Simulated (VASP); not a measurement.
Set up this calculation in VASP 6.6.1, as the native input.

- Task: single point
- Functional: RPBE
- Potentials or basis: VASP PAW PBE potentials, release 64 (W_sv, S)
- Cutoff: 520 eV
- k mesh: 10 × 10 × 3
- Occupations: fermi-dirac, width 0.05 eV
- Spin: no spin polarisation
- Dipole correction: no
- Further INCAR settings: ALGO = Normal; EDIFF = 1e-06; NBANDS = 35

The structure of WS2 (Tungstenite) lies in POSCAR:

```
WS2
1.0
    3.1150838257      0.0000000000      0.0000000000
   -1.5575419129      2.6977417280      0.0000000000
    0.0000000000      0.0000000000     12.2448263589
W S
2 4
Direct
    0.6666666667      0.3333333333      0.7500000000
    0.3333333333      0.6666666667      0.2500000000
    0.6666666667      0.3333333333      0.3750000000
    0.3333333333      0.6666666667      0.8750000000
    0.6666666667      0.3333333333      0.1250000000
    0.3333333333      0.6666666667      0.6250000000
```

One way to write it, as run:

INCAR

```
PREC = Accurate ; ENCUT = 520
EDIFF = 1E-6 ; ISMEAR = -1
SIGMA = 0.05 ; LREAL = False
LASPH = True ; NELM = 100
ALGO = Normal ; ISIF = 2
LWAVE = False ; LCHARG = False
GGA = RP ; NBANDS = 35
```

KPOINTS

```
Automatic mesh
0
Gamma
  10 10 3
```

Potentials or basis: VASP PAW PBE potentials, release 64 (W_sv, S).

Launch:

```bash
$ cat potpaw_PBE.64/W_sv/POTCAR potpaw_PBE.64/S/POTCAR > POTCAR
$ mpirun -np 1 vasp_std > vasp.out
```

Results of the run:

```json
{
  "Pressure": "16.6 GPa",
  "Largest force": "1.395 eV/Å",
  "Band gap on the k mesh": "1.13 eV, indirect (least direct gap 2.26 eV)"
}
```

Caveat: so large a pressure means that the cell lies far from this level's equilibrium, or that cutoff or potentials fall short; the potentials were made for another functional, which shifts forces and pressure; spin-orbit coupling is left out, which moves the levels of the heavy elements; an odd mesh through Γ misses points on the zone boundary, where band edges often lie; this functional lacks dispersion, which binds the layers, so the pressure and a relaxed spacing across them are unreliable.

Wall time 58 s on 1 thread of Intel(R) Xeon(R) Platinum 8375C CPU @ 2.90GHz (Ice Lake), on a shared host, peak memory 0.26 GiB.
